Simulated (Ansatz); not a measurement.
# Copper, fcc under LDA: testing the plane-wave cutoff, part 2 of 2

How high must the plane-wave cutoff be for energy and pressure to settle? The geometry was relaxed under LDA beforehand and stays fixed; 9 values are run, from 150 to 800 eV. Wanted are the values from which on the energy stays within 10 and 1 meV/atom, and the pressure within 0.5 GPa, of the last run. Within the series other settings stay, but some runs also write fields, which adds to their time. Spin polarisation is left out.

Ansatz 0.2.0; DFT LDA, plane waves with PAW, scalar-relativistic. The steps go on from the part before.

## Step 7: Run at 350 eV

The run at 350 eV.

input.yaml

```yaml
crystal:
  lattice:
    - [0.0, 1.7588202533, 1.7588202533]
    - [1.7588202533, 0.0, 1.7588202533]
    - [1.7588202533, 1.7588202533, 0.0]
  atoms:
    - { symbol: Cu, position: [0.0, 0.0, 0.0] }
hamiltonian:
  xc: lda
  pseudopotentials:
    kind: paw
    azcp:
      Cu: "pseudopotentials/Cu.paw.azcp"
basis:
  ecutwfc: 350
  fft_grid_basis: typed
kpoints:
  mp_grid: { grid: [15, 15, 15], shift: [0, 0, 0] }
magnetization:
  spin_polarized: false
scf:
  occupations: { method: fermi_dirac, width: 0.1 }
  lower_state_search: "off"
output:
  stress: true
  write_density: true
  write_potential: true
  elf: true
  volumetric_format: npy
```

On the command line:

```bash
$ ansatz run input.yaml --threads 2 --pin off --max-ram 5120MiB --backend cpu --events-out ev --progress --plain --runs-dir out
```

Output, cut to the lines that bear on the results:

```text
Warning: basis.ecutwfc = 350 eV is below the records' recommended 420 eV, and the density's cutoff is lower with it unless basis.ecutrho_ratio is high enough to keep the records' density cutoff: compare with a run at a higher cutoff
Warning: <dir> the record states the generating functional pbe (its physics header spells it `PBE`), which answers neither for hamiltonian.xc's functional nor for the lda family's — results may be inconsistent (PPs are generated against a specific XC)
Warning: RAYON_NUM_THREADS=2 ignored (pool sized by the plan → 2); use --threads N
[...]
Pseudopotentials: kind: paw
Pseudopotential: Cu, paw, valence charge 19, recommended cutoff 420 eV (normal), <dir>
Functional definition: SPW92
[...]
Crystal: 1 atoms, lattice volume = 10.882 Å³
Basis set: ecut = 350 eV, 169 PW (Γ)
Bands: 14, of which v1, the nominal top of the filled ones, is band 10 counted from 1 (9 counted from 0)
Symmetry: 48 space group operations
Space group: Fm-3m (ITA 225), of the structure as read, at distance tolerance 2.2e-5 Å
k-points: 120 of 3375
[...]
SCF iter   1: F=—  HF=-6555.716616 eV  |F-HF|=—  |Δ(HF+E_count)|=         —  Δρ=2.27e-2  dr2=2.48e-2  ethr=1.77e-3  ⟨swp⟩=5.0  Hψ=8238  notcnv=0
[...]
SCF iter   6: F=-6555.706816 eV  HF=-6555.706816 eV  |F-HF|=1.82e-12  |Δ(HF+E_count)|=  1.96e-10  Δρ=4.33e-7  dr2=3.05e-12  ethr=2.21e-12  ⟨swp⟩=4.2  Hψ=7836  notcnv=0
[...]
SCF converged after 6 iterations
Free energy (F): -6555.706816 eV
[...]
E sigma→0 (E₀):  -6555.702136 eV
Entropy (-TS):   -0.009360 eV (-9.360 meV/atom)
Fermi energy:    18.239471 eV
[...]
--- Stress (GPa, compression-positive) ---
        0.375519      -0.000000       0.000000
        0.000000       0.375519       0.000000
        0.000000       0.000000       0.375519
  P = ⅓ Tr σ = 0.3755 GPa (3.755 kbar)
--- Band table (eV; the first three rows and the last of 120) ---
  k-point 0: bands = ["-93.8252", "-51.5535", "-51.5535", "-51.5535", "8.0916", "14.8291", "14.8291", "14.8291", "15.7908", "15.7908", "41.5272", "44.4703", "44.4703", "44.4703"]
[...]
```

Run time: 1.4 s. Hardware: 2 threads of Arm Neoverse N1, shared host; peak memory 0.26 GiB.

## Step 8: Run at 420 eV

The run at 420 eV.

input.yaml: that of step 7 with these lines changed.

```diff
@@ -14,3 +14,3 @@
 basis:
-  ecutwfc: 350
+  ecutwfc: 420
   fft_grid_basis: typed
@@ -25,5 +25 @@
   stress: true
-  write_density: true
-  write_potential: true
-  elf: true
-  volumetric_format: npy
```

On the command line:

```bash
$ ansatz run input.yaml --threads 2 --pin off --max-ram 5120MiB --backend cpu --events-out ev --progress --plain --runs-dir out
```

Output, cut to the lines that bear on the results:

```text
Warning: <dir> the record states the generating functional pbe (its physics header spells it `PBE`), which answers neither for hamiltonian.xc's functional nor for the lda family's — results may be inconsistent (PPs are generated against a specific XC)
Warning: RAYON_NUM_THREADS=2 ignored (pool sized by the plan → 2); use --threads N
[...]
Pseudopotentials: kind: paw
Pseudopotential: Cu, paw, valence charge 19, recommended cutoff 420 eV (normal), <dir>
Functional definition: SPW92
[...]
Crystal: 1 atoms, lattice volume = 10.882 Å³
Basis set: ecut = 420 eV, 181 PW (Γ)
Bands: 14, of which v1, the nominal top of the filled ones, is band 10 counted from 1 (9 counted from 0)
Symmetry: 48 space group operations
Space group: Fm-3m (ITA 225), of the structure as read, at distance tolerance 2.2e-5 Å
k-points: 120 of 3375
[...]
SCF iter   1: F=—  HF=-6555.733295 eV  |F-HF|=—  |Δ(HF+E_count)|=         —  Δρ=2.35e-2  dr2=2.65e-2  ethr=1.77e-3  ⟨swp⟩=5.2  Hψ=8490  notcnv=0
[...]
SCF iter   6: F=-6555.726082 eV  HF=-6555.726082 eV  |F-HF|=1.82e-12  |Δ(HF+E_count)|=  8.09e-11  Δρ=4.24e-7  dr2=4.24e-12  ethr=1.00e-12  ⟨swp⟩=1.5  Hψ=4590  notcnv=0
[...]
SCF converged after 6 iterations
Free energy (F): -6555.726082 eV
[...]
E sigma→0 (E₀):  -6555.721413 eV
Entropy (-TS):   -0.009338 eV (-9.338 meV/atom)
Fermi energy:    18.253825 eV
[...]
--- Stress (GPa, compression-positive) ---
        0.015873      -0.000000       0.000000
       -0.000000       0.015873      -0.000000
        0.000000       0.000000       0.015873
  P = ⅓ Tr σ = 0.0159 GPa (0.159 kbar)
```

It took 1.2 s on 2 threads of Arm Neoverse N1, shared host; peak memory 0.26 GiB.

## Step 9: Run at 500 eV

The run at 500 eV.

input.yaml: that of step 8 with these lines changed.

```diff
@@ -14,3 +14,3 @@
 basis:
-  ecutwfc: 420
+  ecutwfc: 500
   fft_grid_basis: typed
@@ -25 +25,5 @@
   stress: true
+  write_density: true
+  write_potential: true
+  elf: true
+  volumetric_format: npy
```

On the command line:

```bash
$ ansatz run input.yaml --threads 2 --pin off --max-ram 5120MiB --backend cpu --events-out ev --progress --plain --runs-dir out
```

Output, cut to the lines that bear on the results:

```text
Warning: <dir> the record states the generating functional pbe (its physics header spells it `PBE`), which answers neither for hamiltonian.xc's functional nor for the lda family's — results may be inconsistent (PPs are generated against a specific XC)
Warning: RAYON_NUM_THREADS=2 ignored (pool sized by the plan → 2); use --threads N
[...]
Pseudopotentials: kind: paw
Pseudopotential: Cu, paw, valence charge 19, recommended cutoff 420 eV (normal), <dir>
Functional definition: SPW92
[...]
Crystal: 1 atoms, lattice volume = 10.882 Å³
Basis set: ecut = 500 eV, 283 PW (Γ)
Bands: 14, of which v1, the nominal top of the filled ones, is band 10 counted from 1 (9 counted from 0)
Symmetry: 48 space group operations
Space group: Fm-3m (ITA 225), of the structure as read, at distance tolerance 2.2e-5 Å
k-points: 120 of 3375
[...]
SCF iter   1: F=—  HF=-6555.735120 eV  |F-HF|=—  |Δ(HF+E_count)|=         —  Δρ=2.36e-2  dr2=2.64e-2  ethr=1.77e-3  ⟨swp⟩=5.2  Hψ=8560  notcnv=0
[...]
SCF iter   6: F=-6555.727662 eV  HF=-6555.727662 eV  |F-HF|=2.46e-11  |Δ(HF+E_count)|=  4.53e-10  Δρ=3.16e-7  dr2=2.87e-12  ethr=2.40e-12  ⟨swp⟩=4.5  Hψ=8383  notcnv=0
[...]
SCF converged after 6 iterations
Free energy (F): -6555.727662 eV
[...]
E sigma→0 (E₀):  -6555.722992 eV
Entropy (-TS):   -0.009340 eV (-9.340 meV/atom)
Fermi energy:    18.252269 eV
[...]
--- Stress (GPa, compression-positive) ---
       -0.019185      -0.000000       0.000000
       -0.000000      -0.019185      -0.000000
        0.000000      -0.000000      -0.019185
  P = ⅓ Tr σ = -0.0192 GPa (-0.192 kbar)
--- Band table (eV; the first three rows and the last of 120) ---
  k-point 0: bands = ["-93.7986", "-51.5293", "-51.5293", "-51.5293", "8.0984", "14.8484", "14.8484", "14.8484", "15.8117", "15.8117", "41.5345", "44.4654", "44.4654", "44.4654"]
[...]
```

Run time: 1.7 s. Hardware: 2 threads of Arm Neoverse N1, shared host; peak memory 0.28 GiB.

## Step 10: Run at 600 eV

The run at 600 eV.

input.yaml: that of step 9 with these lines changed.

```diff
@@ -14,3 +14,3 @@
 basis:
-  ecutwfc: 500
+  ecutwfc: 600
   fft_grid_basis: typed
```

On the command line:

```bash
$ ansatz run input.yaml --threads 2 --pin off --max-ram 5120MiB --backend cpu --events-out ev --progress --plain --runs-dir out
```

Output, cut to the lines that bear on the results:

```text
Warning: <dir> the record states the generating functional pbe (its physics header spells it `PBE`), which answers neither for hamiltonian.xc's functional nor for the lda family's — results may be inconsistent (PPs are generated against a specific XC)
Warning: RAYON_NUM_THREADS=2 ignored (pool sized by the plan → 2); use --threads N
[...]
Pseudopotentials: kind: paw
Pseudopotential: Cu, paw, valence charge 19, recommended cutoff 420 eV (normal), <dir>
Functional definition: SPW92
[...]
Crystal: 1 atoms, lattice volume = 10.882 Å³
Basis set: ecut = 600 eV, 339 PW (Γ)
Bands: 14, of which v1, the nominal top of the filled ones, is band 10 counted from 1 (9 counted from 0)
Symmetry: 48 space group operations
Space group: Fm-3m (ITA 225), of the structure as read, at distance tolerance 2.2e-5 Å
k-points: 120 of 3375
[...]
SCF iter   1: F=—  HF=-6555.735448 eV  |F-HF|=—  |Δ(HF+E_count)|=         —  Δρ=2.36e-2  dr2=2.63e-2  ethr=1.77e-3  ⟨swp⟩=5.1  Hψ=8627  notcnv=0
[...]
SCF iter   6: F=-6555.727990 eV  HF=-6555.727990 eV  |F-HF|=7.28e-12  |Δ(HF+E_count)|=  4.91e-11  Δρ=1.26e-6  dr2=2.43e-11  ethr=3.19e-12  ⟨swp⟩=4.6  Hψ=7517  notcnv=0
[...]
SCF converged after 6 iterations
Free energy (F): -6555.727990 eV
[...]
E sigma→0 (E₀):  -6555.723319 eV
Entropy (-TS):   -0.009340 eV (-9.340 meV/atom)
Fermi energy:    18.252212 eV
[...]
--- Stress (GPa, compression-positive) ---
       -0.028113      -0.000000      -0.000000
       -0.000000      -0.028113       0.000000
        0.000000      -0.000000      -0.028113
  P = ⅓ Tr σ = -0.0281 GPa (-0.281 kbar)
--- Band table (eV; the first three rows and the last of 120) ---
  k-point 0: bands = ["-93.7988", "-51.5294", "-51.5294", "-51.5294", "8.0983", "14.8484", "14.8484", "14.8484", "15.8117", "15.8117", "41.5343", "44.4649", "44.4649", "44.4649"]
[...]
```

It took 2.1 s on 2 threads of Arm Neoverse N1, shared host; peak memory 0.29 GiB.

## Step 11: Run at 800 eV

The run at 800 eV.

input.yaml: that of step 10 with these lines changed.

```diff
@@ -14,3 +14,3 @@
 basis:
-  ecutwfc: 600
+  ecutwfc: 800
   fft_grid_basis: typed
@@ -25,5 +25 @@
   stress: true
-  write_density: true
-  write_potential: true
-  elf: true
-  volumetric_format: npy
```

On the command line:

```bash
$ ansatz run input.yaml --threads 2 --pin off --max-ram 5120MiB --backend cpu --events-out ev --progress --plain --runs-dir out
```

Output, cut to the lines that bear on the results:

```text
Warning: <dir> the record states the generating functional pbe (its physics header spells it `PBE`), which answers neither for hamiltonian.xc's functional nor for the lda family's — results may be inconsistent (PPs are generated against a specific XC)
Warning: RAYON_NUM_THREADS=2 ignored (pool sized by the plan → 2); use --threads N
[...]
Pseudopotentials: kind: paw
Pseudopotential: Cu, paw, valence charge 19, recommended cutoff 420 eV (normal), <dir>
Functional definition: SPW92
[...]
Crystal: 1 atoms, lattice volume = 10.882 Å³
Basis set: ecut = 800 eV, 537 PW (Γ)
Bands: 14, of which v1, the nominal top of the filled ones, is band 10 counted from 1 (9 counted from 0)
Symmetry: 48 space group operations
Space group: Fm-3m (ITA 225), of the structure as read, at distance tolerance 2.2e-5 Å
k-points: 120 of 3375
[...]
SCF iter   1: F=—  HF=-6555.735746 eV  |F-HF|=—  |Δ(HF+E_count)|=         —  Δρ=2.36e-2  dr2=2.64e-2  ethr=1.77e-3  ⟨swp⟩=5.0  Hψ=8589  notcnv=0
[...]
SCF iter   6: F=-6555.728309 eV  HF=-6555.728309 eV  |F-HF|=6.37e-12  |Δ(HF+E_count)|=  6.55e-11  Δρ=1.48e-6  dr2=2.91e-11  ethr=3.03e-12  ⟨swp⟩=1.3  Hψ=3937  notcnv=0
[...]
SCF converged after 6 iterations
Free energy (F): -6555.728309 eV
[...]
E sigma→0 (E₀):  -6555.723639 eV
Entropy (-TS):   -0.009340 eV (-9.340 meV/atom)
Fermi energy:    18.252431 eV
[...]
--- Stress (GPa, compression-positive) ---
       -0.033177      -0.000000       0.000000
       -0.000000      -0.033177      -0.000000
        0.000000      -0.000000      -0.033177
  P = ⅓ Tr σ = -0.0332 GPa (-0.332 kbar)
```

It took 1.8 s on 2 threads of Arm Neoverse N1, shared host; peak memory 0.3 GiB.

## Step 12: All values side by side

Energies count from the run at 800 eV.

| cutoff (eV) | plane waves at Γ | E(σ → 0) (meV/atom) | P (GPa) | SCF cycles | CPU time |
| --- | --- | --- | --- | --- | --- |
| 150 | 59 | 90148.46 | 144.04 | 8 | 1.5 s |
| 200 | 65 | 15205.81 | -14.27 | 7 | 1.3 s |
| 250 | 113 | 2616.98 | -2.11 | 6 | 1.4 s |
| 300 | 137 | 317.36 | 4.27 | 7 | 1.6 s |
| 350 | 169 | 21.50 | 0.38 | 6 | 2.4 s |
| 420 | 181 | 2.23 | 0.02 | 6 | 2 s |
| 500 | 283 | 0.65 | -0.02 | 6 | 3 s |
| 600 | 339 | 0.32 | -0.03 | 6 | 3.9 s |
| 800 | 537 | 0.00 | -0.03 | 6 | 3.3 s |

## Step 13: What came out

This closing draws on all 2 parts.

```
                                                                      quantity                                value
                                   E(σ → 0) stays within 10 meV/atom of 800 eV                       from 420 eV on
                                              E(σ → 0) stays within 1 meV/atom                       from 500 eV on
                                                 pressure stays within 0.5 GPa                       from 350 eV on
                                                            pressure at 800 eV                            -0.03 GPa
                                               CPU time, dearest over cheapest                                  2.9
run at the usual settings (mesh 25×25×25 against the series' 15×15×15, 420 eV)  +3.0 meV/atom from 800 eV, 0.11 GPa
```

What this shows: At 150 eV the energy differs by +90148 meV/atom and the pressure by +144.1 GPa. Each step up in cutoff lowers the energy. Total energies within 1 meV/atom need 500 eV; differences between like structures often settle sooner. The cell taken over is 8 % smaller than the measured one (11.81 Å³/atom, COD).
